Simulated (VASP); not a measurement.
# CsI (Pm-3m) in VASP: a series of runs, part 2 of 3

VASP 6.6.1. Earlier steps stand in the parts before.

### 3 Relaxation of cell and atoms, PBEsol

This run uses another cell than the first one, of 47.62 Å³/atom, 1.042 times its volume.

INCAR

```
PREC     = Accurate       # precision mode
ENCUT    = 600            # plane-wave cutoff, eV
EDIFF    = 1E-6           # SCF threshold, eV
ISMEAR   = -1             # smearing method
SIGMA    = 0.05           # smearing width, eV
LREAL    = False          # projectors in reciprocal space
LASPH    = True           # aspherical terms in the spheres
NELM     = 100            # most SCF steps
ALGO     = Normal         # electronic algorithm
ISIF     = 3              # what is computed and relaxed
LWAVE    = False          # write WAVECAR
LCHARG   = False          # write CHGCAR
GGA      = PS             # functional
IBRION   = 2              # ionic algorithm
NSW      = 80             # ionic steps
EDIFFG   = -0.005         # ionic threshold
```

KPOINTS

```
regular mesh
0
Gamma
  6 6 6
```

POSCAR

```
CsI
1.0
    4.5667000000      0.0000000000      0.0000000000
    0.0000000000      4.5667000000      0.0000000000
    0.0000000000      0.0000000000      4.5667000000
Cs I
1 1
Direct
    0.0000000000      0.0000000000      0.0000000000
    0.5000000000      0.5000000000      0.5000000000
```

Potentials or basis: VASP PAW PBE potentials, release 64 (Cs_sv, I).

On the command line:

```sh
cat potpaw_PBE.64/Cs_sv/POTCAR potpaw_PBE.64/I/POTCAR > POTCAR
mpirun -np 1 vasp_std > vasp.out
```

OUTCAR:

```text
PREC = Accurate
   ENCUT = 600
   EDIFF = 1E-6
   ISMEAR = -1
   LREAL = False
   LASPH = True
   NELM = 100
   ISIF = 3
   GGA = PS
   IBRION = 2
   NSW = 80
   EDIFFG = -0.005

 ion  position               nearest neighbor table
   1  0.000  0.000  0.000-
   2  0.500  0.500  0.500-

  LATTYP: Found a simple cubic cell.
 ALAT       =     4.5667000000

  Lattice vectors:

 A1 = (   4.5667000000,   0.0000000000,   0.0000000000)
 A2 = (   0.0000000000,   4.5667000000,   0.0000000000)
 A3 = (   0.0000000000,   0.0000000000,   4.5667000000)

Analysis of symmetry for initial positions (statically):
=====================================================================
 Subroutine PRICEL returns:
 Original cell was already a primitive cell.

 Routine SETGRP: Setting up the symmetry group for a
 simple cubic supercell.

 Subroutine GETGRP returns: Found 48 space group operations
 (whereof 48 operations were pure point group operations)
 out of a pool of 48 trial point group operations.

The static configuration has the point symmetry O_h .

Analysis of symmetry for dynamics (positions and initial velocities):
=====================================================================
 Subroutine PRICEL returns:
 Original cell was already a primitive cell.

 Routine SETGRP: Setting up the symmetry group for a
 simple cubic supercell.

 Subroutine GETGRP returns: Found 48 space group operations
 (whereof 48 operations were pure point group operations)
 out of a pool of 48 trial point group operations.

The dynamic configuration has the point symmetry O_h .

 Subroutine INISYM returns: Found 48 space group operations
 (whereof 48 operations are pure point group operations),
 and found     1 'primitive' translations

----------------------------------------------------------------------------------------

                                     Primitive cell

  volume of cell :      95.2374
[... 97 lines left out ...]
   EMIN   =  10.00;   EMAX   =-10.00  energy-range for DOS
   EFERMI =   0.00;   METHOD = LEGACY
   ISMEAR =    -1;   SIGMA  =   0.05  broadening in eV -4-tet -1-fermi 0-gaus
   EFERMI_NEDOS =   21; number of points for ismear=-14 and -15
   IALGO  =     38    algorithm
   IMIX   =      4    mixing-type and parameters
     AMIX     =   0.40;   BMIX     =  1.00
     AMIX_MAG =   1.60;   BMIX_MAG =  1.00
  volume/ion in A,a.u.               =      47.62       321.35
  Fermi-wavevector in a.u.,A,eV,Ry     =   0.903328  1.707043 11.102385  0.816002
  Thomas-Fermi vector in A             =   2.026641
   LORBIT       =      0    0 simple, 1 ext, 2 COOP (PROOUT), +10 PAW based schemes
   GGA     = PS    functional components
   LHFCALC =     F    Hartree Fock is set to
   AEXX    =    0.0000 exact exchange contribution
   IVDW    =     0    specifies the selected vdW correction
   LEPSILON=     F    determine dielectric tensor
   LRPA    =     F    only Hartree local field effects (RPA)
 conjugate gradient relaxation of ions
 non-spin polarized calculation
  energy-cutoff  :      600.00
  volume of cell :       95.24
 maximum number of plane-waves:      3191
   NGX = 19   NGY = 19   NGZ = 19

--------------------------------------- Ionic step        1  -------------------------------------------

 number of electron      16.0000003 magnetization

 Free energy of the ion-electron system (eV)
  ---------------------------------------------------
  ext. energy  EPLUGINS =         0.00000000
  ---------------------------------------------------
  free energy    TOTEN  =        -5.77044040 eV

  energy without entropy =       -5.77044040  energy(sigma->0) =       -5.77044040

------------------------ aborting loop because EDIFF is reached ----------------------------------------

  FORCE on cell =-STRESS in cart. coord.  units (eV):
  Direction    XX          YY          ZZ          XY          YZ          ZX
  --------------------------------------------------------------------------------------
  -------------------------------------------------------------------------------------
  Total       -0.2445782     -0.2445782     -0.2445782      0.0000000      0.0000000     -0.0000000
  in kB       -4.1145368     -4.1145368     -4.1145368      0.0000000      0.0000000     -0.0000000
  external PRESSURE =      -4.1145368 kB  Pullay stress =       0.0000000 kB
[... 95 lines left out ...]
--------------------------------------- Ionic step        4  -------------------------------------------

 number of electron      16.0000000 magnetization

 Free energy of the ion-electron system (eV)
  ---------------------------------------------------
  ext. energy  EPLUGINS =         0.00000000
  ---------------------------------------------------
  free energy    TOTEN  =        -5.77488531 eV

  energy without entropy =       -5.77488531  energy(sigma->0) =       -5.77488531

 E-fermi :   2.0062     XC(G=0):  -8.1068

 val. band max:        0.9110960914   @ k =   0.5000   0.5000   0.0000
 cond. band min:       4.7294251128   @ k =   0.0000   0.0000   0.0000
 fundamental gap:      3.8183290215
 Fermi energy:         2.0062437703

 k-point     1 :       0.0000    0.0000    0.0000
  band No.  band energies     occupation
      1     -19.4060      2.00000
      2      -9.8394      2.00000
      3      -6.0851      2.00000
      4      -6.0851      2.00000
      5      -6.0851      2.00000
      6       0.8272      2.00000
      7       0.8272      2.00000
      8       0.8272      2.00000
      9       4.7294      0.00000
     10       4.9307      0.00000
     11       4.9307      0.00000
     12       8.7287      0.00000
[... 312 lines left out ...]
  FREE ENERGIE OF THE ION-ELECTRON SYSTEM (eV)
  ---------------------------------------------------
  free  energy   TOTEN  =        -5.7748853098 eV

  energy  without entropy=       -5.7748853098  energy(sigma->0) =       -5.77488531

 reached required accuracy - stopping structural energy minimisation
```

OSZICAR:

```text
N       E                     dE             d eps       ncg     rms          rms(c)
DAV:   1     0.956533847436E+02    0.95653E+02   -0.64424E+03   480   0.120E+03
DAV:   2     0.171983691244E+01   -0.93934E+02   -0.88240E+02   728   0.168E+02
DAV:   3    -0.579865051872E+01   -0.75185E+01   -0.74906E+01   592   0.561E+01
DAV:   4    -0.590545371071E+01   -0.10680E+00   -0.10676E+00   592   0.806E+00
[... 28 lines left out ...]
       N       E                     dE             d eps       ncg     rms          rms(c)
DAV:   1    -0.577523094529E+01   -0.36274E-03   -0.64253E-03   496   0.466E-01    0.841E-02
DAV:   2    -0.577496034570E+01    0.27060E-03   -0.36458E-04   500   0.113E-01    0.355E-02
DAV:   3    -0.577488508648E+01    0.75259E-04   -0.23858E-04   500   0.857E-02    0.207E-02
DAV:   4    -0.577488530979E+01   -0.22331E-06   -0.26454E-06   504   0.115E-02
   4 F= -.57748853E+01 E0= -.57748853E+01  d E =-.444491E-02
```

CONTCAR:

```text
CsI
   1.00000000000000
     4.5133496321198878    0.0000000000000000   -0.0000000000000000
     0.0000000000000000    4.5133496321198878    0.0000000000000000
    -0.0000000000000000    0.0000000000000000    4.5133496321198878
  Cs              I
     1     1
Direct
     0.0000000000000000    0.0000000000000000    0.0000000000000000
     0.5000000000000000    0.5000000000000000    0.5000000000000000

  0.00000000E+00  0.00000000E+00  0.00000000E+00
  0.00000000E+00  0.00000000E+00  0.00000000E+00
```

Wall time 71 s (1 thread of Intel Xeon Platinum 8259CL at 2.50GHz (Skylake/Cascade Lake), shared host); peak memory 0.23 GiB.

Results:

```yaml
Free_energy: -5.7749 eV
Relaxed_volume: 45.97 Å³/atom
Relaxed_cell: a = 4.513 Å, b = 4.513 Å, c = 4.513 Å, α = 90.00°, β = 90.00°, γ = 90.00°
Space_group_after_relaxing_to_0.05_Å: Pm-3m (No. 221)
Energy_gained_by_relaxing: 2.2 meV/atom
Ionic_steps: 4
Pressure_after_relaxing: 0.0 GPa
Band_gap_on_the_k_mesh: 3.82 eV, indirect (least direct gap 3.90 eV)
```

Step by step:
```tsv
step	energy change (eV)	largest force (eV/Å)	pressure (GPa)	volume (Å³)
1	0.0000	0.0000	-0.41	95.24
2	-0.0033	0.0000	-0.22	93.56
3	-0.0044	0.0000	-0.02	92.12
4	-0.0044	0.0000	-0.02	91.94
```

Final structure:
```
Cs I
1.0
     4.51335    0.00000    0.00000
     0.00000    4.51335    0.00000
     0.00000    0.00000    4.51335
Cs I
1 1
Direct
  0.00000 0.00000 0.00000
  0.50000 0.50000 0.50000
```

Levels at points of the mesh, in eV from the valence-band top:
| k point | band 4 | band 5 | band 6 | band 7 | band 8 | band 9 | band 10 | band 11 | band 12 |
| --- | --- | --- | --- | --- | --- | --- | --- | --- | --- |
| (0.00, 0.00, 0.00) | -7.00 | -7.00 | -0.08 | -0.08 | -0.08 | 3.82 | 4.02 | 4.02 | 7.82 |
| (0.50, 0.00, 0.00) | -6.92 | -6.92 | -1.69 | -0.27 | -0.27 | 5.09 | 6.49 | 6.68 | 6.80 |
| (0.50, 0.50, 0.00) | -7.42 | -6.87 | -0.90 | -0.90 | 0.00 | 4.12 | 4.83 | 6.04 | 6.04 |
| (0.50, 0.50, 0.50) | -7.28 | -7.28 | -1.43 | -1.43 | -1.43 | 7.17 | 7.17 | 7.17 | 7.98 |

Caveat: the PAW data sets were made with another functional, which shifts forces and pressure a little; spin-orbit coupling is left out, which moves the levels of the heavy elements. A k mesh can miss the band edges.

### 4 Single point, r2SCAN

This run uses another cell than the first one, of 47.62 Å³/atom, 1.042 times its volume.

POSCAR is that of step 3.

INCAR.step1

```
  PREC = Accurate
  ENCUT = 520
  ISMEAR = -1
  SIGMA = 0.05
  LREAL = F
  LASPH = T
  NELM = 100
  NBANDS = 15
  GGA = PE
  ALGO = Normal
  EDIFF = 1E-4
  LWAVE = T
  LCHARG = F
```

INCAR.step2

```
  PREC = Accurate
  ENCUT = 520
  EDIFF = 1E-7
  ISMEAR = -1
  SIGMA = 0.05
  LREAL = F
  LASPH = T
  NELM = 100
  ALGO = Normal
  ISIF = 2
  LWAVE = F
  LCHARG = F
  METAGGA = R2SCAN
  LMIXTAU = T
  NBANDS = 15
  ISTART = 1
```

KPOINTS

```
Automatic mesh
0
Gamma
  6 6 6
```

Potentials or basis: VASP PAW PBE potentials, release 64 (Cs_sv, I).

On the command line:

```sh
cat potpaw_PBE.64/Cs_sv/POTCAR potpaw_PBE.64/I/POTCAR > POTCAR
cp INCAR.step1 INCAR
mpirun -np 1 vasp_std > vasp.out
cp INCAR.step2 INCAR
mpirun -np 1 vasp_std > vasp.out
```

OUTCAR:

```text
PREC = Accurate
   ENCUT = 520
   EDIFF = 1E-7
   ISMEAR = -1
   LREAL = F
   LASPH = T
   NELM = 100
   ISIF = 2
   METAGGA = R2SCAN
   ISTART = 1

 ion  position               nearest neighbor table
   1  0.000  0.000  0.000-
   2  0.500  0.500  0.500-

  LATTYP: Found a simple cubic cell.
 ALAT       =     4.5667000000

  Lattice vectors:

 A1 = (   4.5667000000,   0.0000000000,   0.0000000000)
 A2 = (   0.0000000000,   4.5667000000,   0.0000000000)
[... 537 lines left out ...]
     15      10.9045      0.00000

------------------------ aborting loop because EDIFF is reached ----------------------------------------

  FORCE on cell =-STRESS in cart. coord.  units (eV):
  Direction    XX          YY          ZZ          XY          YZ          ZX
  --------------------------------------------------------------------------------------
  -------------------------------------------------------------------------------------
  Total        0.2461599      0.2461599      0.2461599     -0.0000000      0.0000000      0.0000000
  in kB        4.1411457      4.1411457      4.1411457     -0.0000000      0.0000000      0.0000000
  external PRESSURE =       4.1411457 kB  Pullay stress =       0.0000000 kB

 VOLUME and BASIS-vectors are now :
 -----------------------------------------------------------------------------
  energy-cutoff  :      520.00
  volume of cell :       95.24
      direct lattice vectors                 reciprocal lattice vectors
     4.566700000  0.000000000  0.000000000     0.218976504  0.000000000  0.000000000
     0.000000000  4.566700000  0.000000000     0.000000000  0.218976504  0.000000000
     0.000000000  0.000000000  4.566700000     0.000000000  0.000000000  0.218976504

 POSITION                                       TOTAL-FORCE (eV/Angst)
 -----------------------------------------------------------------------------------
      0.00000      0.00000      0.00000         0.000000      0.000000      0.000000
      2.28335      2.28335      2.28335         0.000000      0.000000      0.000000
 -----------------------------------------------------------------------------------
    total drift:                               -0.000000      0.000000      0.000000

  FREE ENERGIE OF THE ION-ELECTRON SYSTEM (eV)
  ---------------------------------------------------
  free  energy   TOTEN  =       -53.1216400556 eV

  energy  without entropy=      -53.1216400555  energy(sigma->0) =      -53.12164006
```

OUTCAR.step1:

```text
PREC = Accurate
   ENCUT = 520
   ISMEAR = -1
   LREAL = F
   LASPH = T
   NELM = 100
[... 573 lines left out ...]
 -----------------------------------------------------------------------------------
      0.00000      0.00000      0.00000         0.000000      0.000000      0.000000
      2.28335      2.28335      2.28335         0.000000      0.000000      0.000000
 -----------------------------------------------------------------------------------
    total drift:                               -0.000000      0.000000      0.000000

  FREE ENERGIE OF THE ION-ELECTRON SYSTEM (eV)
  ---------------------------------------------------
  free  energy   TOTEN  =        -5.4272705839 eV

  energy  without entropy=       -5.4272705838  energy(sigma->0) =       -5.42727058
```

Run time: 94 s. Hardware: 1 thread of Intel Xeon Platinum 8259CL at 2.50GHz (Skylake/Cascade Lake), shared host; peak memory 0.22 GiB.

What came out:

```
Free energy            : -53.1216 eV
Pressure               : 0.4 GPa
Band gap on the k mesh : 4.60 eV, indirect (least direct gap 4.69 eV)
```

Caveat: the PAW data sets were made with another functional, which shifts forces and pressure a little; spin-orbit coupling is left out, which moves the levels of the heavy elements.

(Part 2 of 3 ends here.)
